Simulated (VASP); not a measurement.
# H4C (I-43m) in VASP: single point with LDA

Aim: the single point of H4C with LDA.

Everything below comes from runs of VASP 6.6.1. Logs are shortened: lines on timing, memory, paths and dates and some standing lists are left out, and cuts for length are marked.

## Step 1: The crystal as given

The structure is cubic, space group I-43m (No. 217). The conventional cell has a = 4.958 Å, b = 4.958 Å, c = 4.958 Å, α = 90.00°, β = 90.00°, γ = 90.00°. Around H (site symmetry 3m) lie 1 C at 1.09 Å. Around C (site symmetry -43m) lie 4 H at 1.09 Å.

The cell comes from a database or a generator and needn't be the stable form of this composition.

## Step 2: Single point, LDA

File INCAR:

```
SYSTEM = H4C
PREC = Accurate
ENCUT = 520
EDIFF = 1E-6
ISMEAR = 0
SIGMA = 0.1
LREAL = .False.
LASPH = .True.
NELM = 100
ALGO = Normal
ISIF = 2
LWAVE = .False.
LCHARG = .False.
GGA = CA
NBANDS = 12
```

File KPOINTS:

```
Automatic mesh
0
Gamma
  6 6 6
  0 0 0
```

File POSCAR:

```
H4C
1.0
   -2.4789246809      2.4789246809      2.4789246809
    2.4789246809     -2.4789246809      2.4789246809
    2.4789246809      2.4789246809     -2.4789246809
H C
4 1
Direct
    0.0000000000      0.0000000000      0.7463128700
    0.7463128700      0.0000000000      0.0000000000
    0.0000000000      0.7463128700      0.0000000000
    0.2536871300      0.2536871300      0.2536871300
    0.0000000000      0.0000000000      0.0000000000
```

Potentials or basis: VASP PAW LDA potentials, release 64 (H, C).

The run is started by

```bash
$ cat potpaw_LDA.64/H/POTCAR potpaw_LDA.64/C/POTCAR > POTCAR
$ mpirun -np 1 vasp_std > vasp.out
```

OUTCAR:

```text
SYSTEM = H4C
   PREC = Accurate
   ENCUT = 520
   EDIFF = 1E-6
   ISMEAR = 0
   LREAL = .False.
   LASPH = .True.
   NELM = 100
   ISIF = 2
   GGA = CA

 ion  position               nearest neighbor table
   1  0.000  0.000  0.746-   5 1.09
   2  0.746  0.000  0.000-   5 1.09
   3  0.000  0.746  0.000-   5 1.09
   4  0.254  0.254  0.254-   5 1.09
   5  0.000  0.000  0.000-   1 1.09   2 1.09   3 1.09   4 1.09

  LATTYP: Found a body centered cubic cell.
 ALAT       =     4.9578493618

  Lattice vectors:

 A1 = (  -2.4789246809,   2.4789246809,   2.4789246809)
 A2 = (   2.4789246809,  -2.4789246809,   2.4789246809)
 A3 = (   2.4789246809,   2.4789246809,  -2.4789246809)

Analysis of symmetry for initial positions (statically):
=====================================================================
 Subroutine PRICEL returns:
 Original cell was already a primitive cell.

 Routine SETGRP: Setting up the symmetry group for a
 body centered cubic supercell.

 Subroutine GETGRP returns: Found 24 space group operations
 (whereof 24 operations were pure point group operations)
 out of a pool of 48 trial point group operations.

The static configuration has the point symmetry T_d .

Analysis of symmetry for dynamics (positions and initial velocities):
=====================================================================
 Subroutine PRICEL returns:
 Original cell was already a primitive cell.

 Routine SETGRP: Setting up the symmetry group for a
 body centered cubic supercell.

 Subroutine GETGRP returns: Found 24 space group operations
 (whereof 24 operations were pure point group operations)
 out of a pool of 48 trial point group operations.

The dynamic configuration has the point symmetry T_d .

 Subroutine INISYM returns: Found 24 space group operations
 (whereof 24 operations are pure point group operations),
 and found     1 'primitive' translations

----------------------------------------------------------------------------------------

                                     Primitive cell

  volume of cell :      60.9326

  direct lattice vectors                    reciprocal lattice vectors
    -2.478924681  2.478924681  2.478924681     0.000000000  0.201700360  0.201700360
     2.478924681 -2.478924681  2.478924681     0.201700360  0.000000000  0.201700360
     2.478924681  2.478924681 -2.478924681     0.201700360  0.201700360  0.000000000

  length of vectors
     4.293623495  4.293623495  4.293623495     0.285247384  0.285247384  0.285247384
[... 92 lines left out ...]
   EFERMI =   0.00;   METHOD = LEGACY
   ISMEAR =     0;   SIGMA  =   0.10  broadening in eV -4-tet -1-fermi 0-gaus
   EFERMI_NEDOS =   21; number of points for ismear=-14 and -15
   IALGO  =     38    algorithm
   IMIX   =      4    mixing-type and parameters
     AMIX     =   0.40;   BMIX     =  1.00
     AMIX_MAG =   1.60;   BMIX_MAG =  1.00
  volume/ion in A,a.u.               =      12.19        82.24
  Fermi-wavevector in a.u.,A,eV,Ry     =   0.832060  1.572366  9.419646  0.692324
  Thomas-Fermi vector in A             =   1.945052
   LORBIT       =      0    0 simple, 1 ext, 2 COOP (PROOUT), +10 PAW based schemes
   GGA     = CA    functional components
   LHFCALC =     F    Hartree Fock is set to
   AEXX    =    0.0000 exact exchange contribution
   IVDW    =     0    specifies the selected vdW correction
   LEPSILON=     F    determine dielectric tensor
   LRPA    =     F    only Hartree local field effects (RPA)
 non-spin polarized calculation
 Gauss-broadening in eV      SIGMA  =   0.10
  energy-cutoff  :      520.00
  volume of cell :       60.93
 maximum number of plane-waves:      1662
   NGX = 15   NGY = 15   NGZ = 15

 number of electron       7.9999999 magnetization

 Free energy of the ion-electron system (eV)
  ---------------------------------------------------
  ext. energy  EPLUGINS =         0.00000000
  ---------------------------------------------------
  free energy    TOTEN  =       -24.89839561 eV

  energy without entropy =      -24.89839561  energy(sigma->0) =      -24.89839561

 E-fermi :  -6.5303     XC(G=0):  -6.1582

 val. band max:       -7.0298173821   @ k =   0.0000   0.0000   0.0000
 cond. band min:       0.2563115894   @ k =   0.0000   0.0000   0.0000
 fundamental gap:      7.2861289714
 Fermi energy:        -6.5303489661

 k-point     1 :       0.0000    0.0000    0.0000
  band No.  band energies     occupation
      1     -15.1085      2.00000
      2      -7.0298      2.00000
      3      -7.0298      2.00000
      4      -7.0298      2.00000
      5       0.2563      0.00000
      6       5.1980      0.00000
      7       5.1980      0.00000
      8       5.1980      0.00000
      9       9.0845      0.00000
     10       9.0845      0.00000
     11       9.6725      0.00000
     12       9.6725      0.00000
[... 211 lines left out ...]
 k-point    16 :       0.5000    0.5000    0.5000
  band No.  band energies     occupation
      1     -14.7178      2.00000
      2      -7.6147      2.00000
      3      -7.6147      2.00000
      4      -7.6147      2.00000
      5       3.3667      0.00000
      6       3.3667      0.00000
      7       6.3439      0.00000
      8       6.3439      0.00000
      9       6.3439      0.00000
     10       9.3275      0.00000
     11       9.3275      0.00000
     12       9.3409      0.00000

------------------------ aborting loop because EDIFF is reached ----------------------------------------

  FORCE on cell =-STRESS in cart. coord.  units (eV):
  Direction    XX          YY          ZZ          XY          YZ          ZX
  --------------------------------------------------------------------------------------
  -------------------------------------------------------------------------------------
  Total        0.2437430      0.2437430      0.2437430      0.0000000      0.0000000     -0.0000000
  in kB        6.4090355      6.4090355      6.4090355      0.0000000      0.0000000     -0.0000000
  external PRESSURE =       6.4090355 kB  Pullay stress =       0.0000000 kB

 VOLUME and BASIS-vectors are now :
 -----------------------------------------------------------------------------
  energy-cutoff  :      520.00
  volume of cell :       60.93
      direct lattice vectors                 reciprocal lattice vectors
    -2.478924681  2.478924681  2.478924681     0.000000000  0.201700360  0.201700360
     2.478924681 -2.478924681  2.478924681     0.201700360  0.000000000  0.201700360
     2.478924681  2.478924681 -2.478924681     0.201700360  0.201700360  0.000000000

 POSITION                                       TOTAL-FORCE (eV/Angst)
 -----------------------------------------------------------------------------------
      1.85005      1.85005     -1.85005        -0.220454     -0.220454      0.220454
     -1.85005      1.85005      1.85005         0.220454     -0.220454     -0.220454
      1.85005     -1.85005      1.85005        -0.220454      0.220454     -0.220454
      0.62887      0.62887      0.62887         0.220454      0.220454      0.220454
      0.00000      0.00000      0.00000        -0.000000      0.000000      0.000000
 -----------------------------------------------------------------------------------
    total drift:                                0.000000      0.000000     -0.000000

  FREE ENERGIE OF THE ION-ELECTRON SYSTEM (eV)
  ---------------------------------------------------
  free  energy   TOTEN  =       -24.8983956092 eV

  energy  without entropy=      -24.8983956092  energy(sigma->0) =      -24.89839561
```

OSZICAR:

```text
N       E                     dE             d eps       ncg     rms          rms(c)
DAV:   1     0.364860456570E+01    0.36486E+01   -0.32222E+03   384   0.528E+02
DAV:   2    -0.266859274384E+02   -0.30335E+02   -0.29632E+02   492   0.961E+01
DAV:   3    -0.288010328079E+02   -0.21151E+01   -0.21109E+01   492   0.256E+01
DAV:   4    -0.288236824047E+02   -0.22650E-01   -0.22647E-01   444   0.317E+00
DAV:   5    -0.288239155279E+02   -0.23312E-03   -0.23312E-03   516   0.303E-01    0.928E+00
DAV:   6    -0.253635888433E+02    0.34603E+01   -0.95143E+00   432   0.129E+01    0.423E+00
DAV:   7    -0.249808279819E+02    0.38276E+00   -0.10093E+00   472   0.487E+00    0.231E+00
DAV:   8    -0.248971263448E+02    0.83702E-01   -0.14675E-01   432   0.204E+00    0.306E-01
DAV:   9    -0.248971315023E+02   -0.51576E-05   -0.38998E-03   472   0.315E-01    0.176E-01
DAV:  10    -0.248983430641E+02   -0.12116E-02   -0.74429E-04   416   0.135E-01    0.261E-02
DAV:  11    -0.248983938099E+02   -0.50746E-04   -0.45258E-05   464   0.360E-02    0.116E-02
DAV:  12    -0.248983960756E+02   -0.22657E-05   -0.62687E-06   452   0.114E-02    0.327E-03
DAV:  13    -0.248983956092E+02    0.46645E-06   -0.21390E-06   404   0.588E-03
   1 F= -.24898396E+02 E0= -.24898396E+02  d E =-.616847E-13
```

stdout:

```text
POSCAR found type information on POSCAR H C
 POSCAR found :  2 types and       5 ions
 scaLAPACK will be used
 LDA part: xc-table for (Slater(with rela. corr.)+CA(PZ))
 , standard interpolation
 POSCAR, INCAR and KPOINTS ok, starting setup
 FFT: planning ... GRIDC
 FFT: planning ... GRID_SOFT
 FFT: planning ... GRID
 WAVECAR not read
 entering main loop
```

Wall time 10 s (1 thread of AMD EPYC 7R13 (Zen 3), shared host); peak memory 0.11 GiB.

What came out:

- Free energy: -24.8984 eV
- Pressure: 0.6 GPa
- Largest force: 0.382 eV/Å
- Band gap on the k mesh: 7.29 eV, direct

Forces on the atoms (eV/Å):
```
H   -0.220 -0.220  0.220
H    0.220 -0.220 -0.220
H   -0.220  0.220 -0.220
H    0.220  0.220  0.220
C    0.000  0.000  0.000
```

Levels at points of the mesh, in eV from the valence-band top:
```tsv
k point	band 2	band 3	band 4	band 5	band 6	band 7
(0.00, 0.00, 0.00)	0.00	0.00	0.00	7.29	12.23	12.23
(0.50, 0.00, 0.00)	-0.83	-0.27	-0.02	9.29	10.70	10.95
(0.50, 0.50, 0.50)	-0.58	-0.58	-0.58	10.40	10.40	13.37
```
